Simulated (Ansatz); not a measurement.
# Si2Mo: strong compression, part 2 of 2

How does Si2Mo (MoSi2 type) answer strong compression, and how long do frozen cores keep up with all electrons? Methods of the runs shown: LAPW, crystal datasets and norm-conserving. Companion runs by PAW are cited. Its runs: the reference run (LAPW); volume scaled by 1 (crystal datasets and norm-conserving); volume scaled by 0.94 (LAPW and norm-conserving); volume scaled by 0.88 (LAPW); volume scaled by 0.8 (LAPW); volume scaled by 0.72 (LAPW and norm-conserving); volume scaled by 0.62 (LAPW, crystal datasets and norm-conserving).

Ansatz 0.2.0; DFT PBE; a cell built from a prototype (MoSi2 type), not taken from measurement. «Crystal datasets» are all-electron PAW datasets made for this crystal. The steps go on from the part before.

## (9) Volume scaled by 0.72, LAPW

The input, input.yaml:

```yaml
crystal:
  lattice:
    - [-1.4281097252, 1.4281097252, 3.5949837334]
    - [1.4281097252, -1.4281097252, 3.5949837334]
    - [1.4281097252, 1.4281097252, -3.5949837334]
  atoms:
    - { symbol: Mo, position: [0.0, 0.0, 0.0] }
    - { symbol: Si, position: [0.3312551338, 0.3312551338, 0.0] }
    - { symbol: Si, position: [-0.3312551338, -0.3312551338, 0.0] }
kpoints:
  mp_grid: { grid: [14, 14, 14] }
scf:
  occupations: { method: fermi_dirac, width: 0.1 }
hamiltonian:
  xc: pbe
  pseudopotentials: { kind: all_electron, lapw: { basis_error: 0.001 } }
output:
  forces: true
  stress: true
  eigenvalues: true
  populations: true
```

Started as:

```bash
$ ansatz run input.yaml --threads 1 --pin off --max-ram 3072MiB --backend cpu --events-out ev --progress --plain --runs-dir out
```

Standard output (excerpt; [...] marks lines left out):

```text
Mo: projections on atomic orbitals take those of the free atom 1s2 2s2 2p6 3s2 3p6 3d10 4s2 4p6 4d5 5s1, of charge +0.00 (hamiltonian.pseudopotentials.projection_atoms)
Si: projections on atomic orbitals take those of the free atom 1s2 2s2 2p6 3s2 3p2, of charge +0.00 (hamiltonian.pseudopotentials.projection_atoms)
[...]
--- Stress (GPa, compression-positive) ---
      135.402708       0.000000      -0.000000
        0.000000     135.402708      -0.000000
       -0.000000      -0.000000     135.557885
  P = ⅓ Tr σ = 135.4544 GPa (1354.544 kbar)
--- Band table (eV; the first three rows and the last of 244) ---
[...]
--- Löwdin populations: 3 sites ---
  site symbol       q [e]
     0     Mo     42.3711
     1     Si     13.6987
     2     Si     13.6987
  spilling = 0.003309 (of n_electrons = 70.000000)
```

Wall time 50 s (1 thread of Intel Xeon Platinum 8488C (Sapphire Rapids), shared host); peak memory 0.92 GiB.

In short: pressure 135.45 GPa; no gap.

## (10) Volume scaled by 0.72, norm-conserving

Edit input.yaml of step 9 so:

```diff
@@ -15,3 +15,3 @@
   xc: pbe
-  pseudopotentials: { kind: all_electron, lapw: { basis_error: 0.001 } }
+  pseudopotentials: { kind: nc }
 output:
@@ -20,2 +20 @@
   eigenvalues: true
-  populations: true
```

Started as:

```bash
$ ansatz run input.yaml --threads 1 --pin off --max-ram 3072MiB --backend cpu --events-out ev --progress --plain --runs-dir out
```

Standard output (excerpt; [...] marks lines left out):

```text
[...]
[... 4 set-up lines as earlier in the session ...]
[...]
Crystal: 3 atoms, lattice volume = 29.328 Å³
[...]
--- Stress (GPa, compression-positive) ---
      135.170461      -0.000000       0.000000
       -0.000000     135.170461       0.000000
        0.000000       0.000000     135.306452
  P = ⅓ Tr σ = 135.2158 GPa (1352.158 kbar)
--- Band table (eV; the first three rows and the last of 244) ---
  k-point 0: bands = ["-37.5588", "-12.0735", "-11.5948", "-11.5948", "6.7598", "14.3469", "18.0299", "19.3338", "19.3338", "19.6257", "23.6472", "24.5681", "27.9937", "27.9937", "28.4079"]
[...]
```

Wall time 14 s (1 thread of Intel Xeon Platinum 8488C (Sapphire Rapids), shared host); peak memory 0.54 GiB.

This run gives: pressure 135.22 GPa; no gap; largest force 0.006 eV/Å.

## (11) Volume scaled by 0.62, LAPW

The input, input.yaml:

```yaml
crystal:
  lattice:
    - [-1.350572636, 1.350572636, 3.461333005]
    - [1.350572636, -1.350572636, 3.461333005]
    - [1.350572636, 1.350572636, -3.461333005]
  atoms:
    - { symbol: Mo, position: [0.0, 0.0, 0.0] }
    - { symbol: Si, position: [0.3299169406, 0.3299169406, 0.0] }
    - { symbol: Si, position: [-0.3299169406, -0.3299169406, 0.0] }
kpoints:
  mp_grid: { grid: [14, 14, 14] }
  band_path:
    path:
      - [0.0, 0.0, 0.0]
      - [0.0, 0.0, 0.5]
      - [0.25, 0.25, 0.25]
      - [0.0, 0.5, 0.0]
      - [0.0, 0.0, 0.0]
      - [0.5, 0.5, -0.5]
      - [0.2880617835, 0.7119382165, -0.2880617835]
      - [-0.2880617835, 0.2880617835, 0.2880617835]
      - [0.0, 0.0, 0.0]
    npoints: 8
scf:
  occupations: { method: fermi_dirac, width: 0.1 }
hamiltonian:
  xc: pbe
  pseudopotentials: { kind: all_electron, lapw: { basis_error: 0.001 } }
output:
  forces: true
  stress: true
  eigenvalues: true
  populations: true
  dos: { projected: true, de: 0.2, e_range: [-14, 8] }
```

Started as:

```bash
$ ansatz run input.yaml --threads 1 --pin off --max-ram 3072MiB --backend cpu --events-out ev --progress --plain --runs-dir out
```

Standard output:

```text
Mo: projections on atomic orbitals take those of the free atom 1s2 2s2 2p6 3s2 3p6 3d10 4s2 4p6 4d5 5s1, of charge +0.00 (hamiltonian.pseudopotentials.projection_atoms)
Si: projections on atomic orbitals take those of the free atom 1s2 2s2 2p6 3s2 3p2, of charge +0.00 (hamiltonian.pseudopotentials.projection_atoms)
LAPW: plane waves up to 9.177 Å⁻¹, error target 1.0e-3 eV per atom; small_component_spin mean_spin; Si in spheres of 1.033 Å, 12 of its electrons in bands, Dirac shells []; Mo in spheres of 1.211 Å, 32 of its electrons in bands, Dirac shells []
[... 2 set-up lines as earlier in the session ...]
Pseudopotential: Mo, LAPW, valence charge 32, Koelling and Harmon's equation, gaussian nucleus
[... 6 set-up lines as earlier in the session ...]
Crystal: 3 atoms, lattice volume = 25.255 Å³
Basis set: ecut = 320.87482950312864 eV, 327 PW (Γ), FFT grids on a1+a3, a2+a3, a3, exchange–correlation at level 2
Bands: 34, of which v1, the nominal top of the filled ones, is band 28 counted from 1 (27 counted from 0)
[... 1 set-up line as earlier in the session ...]
Space group: I4/mmm (ITA 139), of the structure as read, at distance tolerance 2.9e-5 Å
k-points: 244 of 2744
[... 5 set-up lines as earlier in the session ...]
iter 1 solved again at ethr=1.06e-3 eV; its pass at ethr=1.00e-1 eV (dr2=5.94e-1 eV) is discarded
SCF iter   1: F=—  HF=-125955.700984 eV  |F-HF|=—  |Δ(HF+E_count)|=         —  Δρ=5.27e-2  dr2=5.94e-1  ethr=1.06e-3  ⟨swp⟩=2.0  Hψ=55222  notcnv=0
preconditioner: auto → Kerker (q_TF=auto, 3.116 Å⁻¹)  [metal: Δε(μ)=0.030 eV  Ē_g=12.767 eV  σ=0.100 eV  W_gap=0.07  n_scr=10 (ndim 8)  ℏωp=27.6 eV  f_vac=0.000  D(μ)=0.25/eV (n_scr^D=0)]
SCF iter   2: F=—  HF=-125955.320697 eV  |F-HF|=—  |Δ(HF+E_count)|=   3.80e-1  Δρ=2.19e-2  dr2=5.96e-2  ethr=1.06e-3  ⟨swp⟩=2.0  Hψ=24654  notcnv=0
SCF iter   3: F=—  HF=-125955.305421 eV  |F-HF|=—  |Δ(HF+E_count)|=         —  Δρ=1.49e-2  dr2=3.34e-2  ethr=1.06e-4  ⟨swp⟩=2.0  Hψ=23218  notcnv=0
the basis was enlarged: its passes take 351.3 KiB over the memory plan, 1 of 1 planned eigensolver slots
iter 4 solved again at ethr=4.96e-6 eV; its pass at ethr=5.97e-5 eV (dr2=2.78e-3 eV) is discarded
SCF iter   4: F=—  HF=-125955.299798 eV  |F-HF|=—  |Δ(HF+E_count)|=   5.62e-3  Δρ=3.66e-3  dr2=2.78e-3  ethr=4.96e-6  ⟨swp⟩=2.0  Hψ=40090  notcnv=0
SCF iter   5: F=—  HF=-125955.299865 eV  |F-HF|=—  |Δ(HF+E_count)|=   6.70e-5  Δρ=1.12e-3  dr2=4.95e-4  ethr=4.96e-6  ⟨swp⟩=2.0  Hψ=23218  notcnv=0
SCF iter   6: F=—  HF=-125955.299739 eV  |F-HF|=—  |Δ(HF+E_count)|=   1.26e-4  Δρ=3.43e-4  dr2=3.38e-5  ethr=8.83e-7  ⟨swp⟩=2.0  Hψ=23218  notcnv=0
SCF iter   7: F=—  HF=-125955.299735 eV  |F-HF|=—  |Δ(HF+E_count)|=   4.32e-6  Δρ=4.33e-5  dr2=5.37e-7  ethr=6.03e-8  ⟨swp⟩=2.0  Hψ=23219  notcnv=0
SCF iter   8: F=-125955.299734 eV  HF=-125955.299734 eV  |F-HF|=1.81e-8  |Δ(HF+E_count)|=   1.18e-7  Δρ=1.04e-5  dr2=1.47e-8  ethr=9.58e-10  ⟨swp⟩=2.3  Hψ=23299  notcnv=0
SCF 1 converged in 8 iterations: F = -125955.299734 eV  dr2 = 1.47e-8
NSCF: frozen V_eff on 65 k-points
SCF converged after 8 iterations
Free energy (F): -125955.299734 eV
Harris-Foulkes:  -125955.299734 eV  (|F-HF|=1.81e-8)
Internal energy: -125955.291189 eV  (E = F + TS)
E sigma→0 (E₀):  -125955.295462 eV
Entropy (-TS):   -0.008545 eV (-2.848 meV/atom)
Fermi energy:    29.893479 eV
--- Per-component energies (eV) ---
  E_band       = -5705.503514
  E_kinetic    = 130123.065189
  E_xc         = -4536.268445
  E_electrostatic = -251542.087933  (all electrons and nuclei)
  E_smearing   = -0.008545  (= −TS)
  E_closure    = 0.000000  (closes the sum)
  E_atoms      = -125940.636991  (free atoms, spherical and without spin; not in F)
  Σ components = -125955.299734   (vs F -125955.299734, Δ=0.00e0)
  Basis errors (estimates in eV, not in F): energy 3.2e-4 per atom: plane waves 2.8e-4 (1.5e-4 summed), levels above the bands 5.5e-38, relativity 3.0e-8, radial functions 3.9e-5, core shells 1.8e-12; eigenvalues (radial functions only) 1.5e-6; not estimated: angular momenta, meshes, grids; target (lapw.basis_error) 1.0e-3; muffin-tin radii Si 1.033 Å, Mo 1.211 Å
--- Forces (eV/Å), atoms counted from 1 ---
  atom   1  Mo     0.00000000     0.00000000     0.00000000
  atom   2  Si     0.00000000     0.00000000    -0.00824152
  atom   3  Si    -0.00000000     0.00000000     0.00824152
  max |Σ_I F_I| component: 3.47e-18 eV/Å
--- Stress (GPa, compression-positive) ---
      266.476182       0.000000      -0.000000
        0.000000     266.476182       0.000000
       -0.000000       0.000000     266.453656
  P = ⅓ Tr σ = 266.4687 GPa (2664.687 kbar)
--- Band table (eV; the first three rows and the last of 244) ---
  k-point 0: bands = ["-441.2048", "-343.9122", "-343.9122", "-343.9102", "-185.7884", "-185.7831", "-185.7657", "-185.7657", "-185.7642", "-104.0987", "-104.0765", "-60.1230", "-60.1230", "-60.1058", "-60.0809", "-60.0809", "-60.0639", "-30.5288", "-5.2816", "-4.4373", "-4.4373", "12.5174", "20.2930", "23.9711", "26.0008", "26.0008", "26.8943", "30.7502", "31.0016", "36.0919", "36.0919", "36.5506", "36.8045", "37.8583"]
  k-point 1: bands = ["-441.2048", "-343.9122", "-343.9122", "-343.9102", "-185.7884", "-185.7831", "-185.7657", "-185.7657", "-185.7642", "-104.0981", "-104.0769", "-60.1236", "-60.1217", "-60.1073", "-60.0816", "-60.0809", "-60.0636", "-30.5123", "-5.2640", "-4.5180", "-4.4999", "12.7629", "20.5703", "24.1855", "25.0855", "25.1008", "27.7887", "30.0270", "31.8623", "35.8087", "36.0869", "36.2310", "37.0933", "37.8571"]
  k-point 2: bands = ["-441.2048", "-343.9122", "-343.9122", "-343.9102", "-185.7884", "-185.7831", "-185.7657", "-185.7657", "-185.7642", "-104.0966", "-104.0782", "-60.1253", "-60.1179", "-60.1114", "-60.0834", "-60.0809", "-60.0628", "-30.4660", "-5.2153", "-4.7297", "-4.6723", "13.4644", "21.3055", "23.5207", "24.0554", "24.8061", "28.0251", "28.5583", "33.7614", "35.5764", "35.7737", "36.5493", "37.4091", "38.2155"]
  k-point 243: bands = ["-441.2048", "-343.9122", "-343.9122", "-343.9102", "-185.7884", "-185.7831", "-185.7657", "-185.7657", "-185.7642", "-104.0965", "-104.0786", "-60.1246", "-60.1246", "-60.0887", "-60.0814", "-60.0794", "-60.0794", "-30.5185", "-5.4966", "-4.4459", "-4.4459", "15.3414", "17.5513", "23.1247", "25.5057", "28.7569", "28.7569", "30.1019", "30.1019", "31.2899", "35.5056", "35.8150", "39.0737", "40.4194"]
--- Löwdin populations: 3 sites ---
  site symbol       q [e]
     0     Mo     42.5321
     1     Si     13.6063
     2     Si     13.6063
  spilling = 0.003648 (of n_electrons = 70.000000)
```

Run time: 56 s. Hardware: 1 thread of Intel Xeon Platinum 8488C (Sapphire Rapids), shared host; peak memory 0.93 GiB.

In short: pressure 266.47 GPa; no gap; largest force 0.008 eV/Å.

Levels at the path's labelled points, in eV from the Fermi level:

```csv
point,band 25,band 26,band 27,band 28,band 29,band 30,band 31
Γ,-3.89,-3.89,-3.00,0.86,1.11,6.20,6.20
X,-6.42,-5.79,-4.84,0.10,3.94,4.80,4.92
P,-7.46,-2.95,-2.72,-2.72,1.62,4.92,5.43
N,-5.15,-4.86,-3.74,-1.23,4.31,4.44,4.50
Γ,-3.89,-3.89,-3.00,0.86,1.11,6.20,6.20
M,-4.39,-1.14,-1.14,0.21,0.21,1.40,5.61
S,-4.53,-3.98,-3.55,-1.05,1.08,4.67,4.69
S0,-4.53,-3.98,-3.55,-1.05,1.08,4.67,4.69
Γ,-3.89,-3.89,-3.00,0.86,1.11,6.20,6.20
```

States per cell in windows of 1 eV (zero at the Fermi level; grid of 0.20 eV, so sharp peaks spill over the borders):

```csv
from,to,total,Mo 4d,Si 3p,Si 3s
-10,-9,0.83,0.28,0.31,0.16
-9,-8,0.75,0.25,0.40,0.04
-8,-7,0.84,0.31,0.43,0.04
-7,-6,0.61,0.34,0.17,0.05
-6,-5,1.29,0.73,0.37,0.10
-5,-4,1.64,1.04,0.42,0.10
-4,-3,1.57,0.87,0.50,0.12
-3,-2,1.72,0.83,0.67,0.12
-2,-1,1.33,0.67,0.53,0.05
-1,0,0.28,0.18,0.08,0.00
0,1,0.28,0.16,0.08,0.00
1,2,0.59,0.26,0.16,0.07
2,3,0.91,0.33,0.26,0.11
3,4,1.16,0.43,0.33,0.14
4,5,1.32,0.37,0.36,0.18
```

## (12) Volume scaled by 0.62, crystal datasets

The input, input.yaml:

```yaml
crystal:
  lattice:
    - [-1.350572636, 1.350572636, 3.461333005]
    - [1.350572636, -1.350572636, 3.461333005]
    - [1.350572636, 1.350572636, -3.461333005]
  atoms:
    - { symbol: Mo, position: [0.0, 0.0, 0.0] }
    - { symbol: Si, position: [0.3299169406, 0.3299169406, 0.0] }
    - { symbol: Si, position: [-0.3299169406, -0.3299169406, 0.0] }
kpoints:
  mp_grid: { grid: [14, 14, 14] }
scf:
  occupations: { method: fermi_dirac, width: 0.1 }
hamiltonian:
  xc: pbe
  pseudopotentials: { kind: all_electron, datasets: crystal }
output:
  forces: true
  stress: true
  eigenvalues: true
```

Started as:

```bash
$ ansatz run input.yaml --threads 1 --pin off --max-ram 3072MiB --backend cpu --events-out ev --progress --plain --runs-dir out
```

Standard output (excerpt; [...] marks lines left out):

```text
[...]
[... 1 set-up line as earlier in the session ...]
Pseudopotential: Mo, paw, valence charge 14, recommended cutoff 360 eV (normal), Koelling and Harmon's equation, gaussian nucleus
Pseudopotential: Si, paw, valence charge 12, recommended cutoff 360 eV (normal), Koelling and Harmon's equation, gaussian nucleus
[... 1 set-up line as earlier in the session ...]
[...]
Crystal: 3 atoms, lattice volume = 25.255 Å³
[...]
--- Stress (GPa, compression-positive) ---
      266.484443       0.000000      -0.000000
        0.000000     266.484443       0.000000
       -0.000000       0.000000     266.460098
  P = ⅓ Tr σ = 266.4763 GPa (2664.763 kbar)
  It holds what live shells' own plane waves past their cutoff add
--- Band table (eV; the first three rows and the last of 244) ---
  k-point 0: bands = ["-30.5286", "-5.2815", "-4.4371", "-4.4371", "12.5174", "20.2930", "23.9713", "26.0009", "26.0009", "26.8943", "30.7502", "31.0018", "36.0922"]
[...]
```

It took 21 s on 1 thread of Intel Xeon Platinum 8488C (Sapphire Rapids), shared host; peak memory 0.77 GiB.

Result: pressure 266.48 GPa; no gap; largest force 0.008 eV/Å.

## (13) Volume scaled by 0.62, norm-conserving

Edit input.yaml of step 12 so:

```diff
@@ -15,3 +15,3 @@
   xc: pbe
-  pseudopotentials: { kind: all_electron, datasets: crystal }
+  pseudopotentials: { kind: nc }
 output:
```

Started as:

```bash
$ ansatz run input.yaml --threads 1 --pin off --max-ram 3072MiB --backend cpu --events-out ev --progress --plain --runs-dir out
```

Standard output (excerpt; [...] marks lines left out):

```text
[...]
[... 4 set-up lines as earlier in the session ...]
[...]
Crystal: 3 atoms, lattice volume = 25.255 Å³
[...]
--- Stress (GPa, compression-positive) ---
      265.814533       0.000000       0.000000
        0.000000     265.814533       0.000000
        0.000000       0.000000     265.639777
  P = ⅓ Tr σ = 265.7563 GPa (2657.563 kbar)
--- Band table (eV; the first three rows and the last of 244) ---
  k-point 0: bands = ["-33.7561", "-8.5130", "-7.6669", "-7.6669", "9.2769", "17.0487", "20.7377", "22.7582", "22.7582", "23.6508", "27.5313", "27.7691", "32.8485", "32.8485", "33.3081"]
[...]
```

It took 14 s on 1 thread of Intel Xeon Platinum 8488C (Sapphire Rapids), shared host; peak memory 0.51 GiB.

Read from it: pressure 265.76 GPa; no gap; largest force 0.020 eV/Å.

## (14) Side by side

The PAW rows are taken from companion runs at the same settings.

```
                         method  volume over the first  volume (Å³/atom)  pressure (GPa)  largest force (eV/Å)  SCF cycles, all passes
                           LAPW                      1            13.578            0.07                 0.000                      10
                           LAPW                   0.94            12.763           14.54                 0.001                      10
                           LAPW                   0.88            11.948           34.59                 0.001                      10
                           LAPW                    0.8            10.862           73.91                 0.005                       9
                           LAPW                   0.72             9.776          135.45                 0.000                       8
                           LAPW                   0.62             8.418          266.47                 0.008                       8
                            PAW                      1            13.578            0.04                 0.000                       6
                            PAW                   0.94            12.763           14.52                 0.000                       6
                            PAW                   0.88            11.948           34.58                 0.000                       6
                            PAW                    0.8            10.862           73.95                 0.002                       6
                            PAW                   0.72             9.776          135.57                 0.005                       6
                            PAW                   0.62             8.418          266.76                 0.001                       6
            PAW (cutoff 300 eV)                   0.62             8.418          266.74                 0.001                       6
PAW (partial_waves polarizable)                   0.72             9.776          135.57                 0.005                       6
               crystal datasets                      1            13.578            0.07                 0.000                       9
               crystal datasets                   0.62             8.418          266.48                 0.008                       9
                norm-conserving                      1            13.578            0.09                 0.003                       8
                norm-conserving                   0.94            12.763           14.55                 0.004                       8
                norm-conserving                   0.72             9.776          135.22                 0.006                       7
                norm-conserving                   0.62             8.418          265.76                 0.020                       7
```

## (15) Outcome

What follows sums up all 2 parts.

```
                                          quantity      value
               LAPW pressure at 0.62 of the volume  266.5 GPa
                PAW pressure at 0.62 of the volume  266.8 GPa
PAW (cutoff 300 eV) pressure at 0.62 of the volume  266.7 GPa
   crystal datasets pressure at 0.62 of the volume  266.5 GPa
    norm-conserving pressure at 0.62 of the volume  265.8 GPa
       fitted bulk modulus at zero pressure (LAPW)    210 GPa
                           its pressure derivative       4.07
```

**Reading.** At 0.62 of the starting volume LAPW gives 266 GPa. One third-order Birch-Murnaghan curve follows these points (B₀ = 210 GPa, B′ = 4.07, misfit at most 0.60 GPa). A fit over so wide a range leans to the high pressures, so B₀ can be off by several per cent. Where LAPW's pressure is over 3 GPa, PAW's departs from it by at most 0.2 %, at 0.94 of the volume. The ions are at rest, and the electrons smeared by 0.1 eV.
